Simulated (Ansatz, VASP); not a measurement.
Two plane-wave programs on BAs (series)

```
B As
1.0
     0.00000    2.38850    2.38850
     2.38850    0.00000    2.38850
     2.38850    2.38850    0.00000
B As
1 1
Direct
  0.00000 0.00000 0.00000
  0.25000 0.25000 0.25000
```

Alike in both runs: task single point; functional PBE; k mesh 14 × 14 × 14; occupations gaussian, width 0.02 eV; no spin polarisation.

```csv
,VASP,Ansatz
version,VASP 6.6.1,Ansatz 0.2.0
potentials or method,"VASP PAW PBE potentials, release 64 (B, As)","scalar-relativistic, plane waves, PAW"
plane-wave cutoff (eV),520,420
valence electrons in the cell,8,18
```

```csv
,VASP,Ansatz,Ansatz less VASP
gap on the k mesh at the Fermi level (eV),1.20,1.21,+0.009
least direct gap on the mesh (eV),3.28,3.28,+0.004
pressure (GPa),3.4,2.8,-0.66
```

The functional is the same, so the differences come from potentials, cutoffs and numerics. The two sets of potentials don't hold the same shells in valence.

A k mesh can miss the band edges.
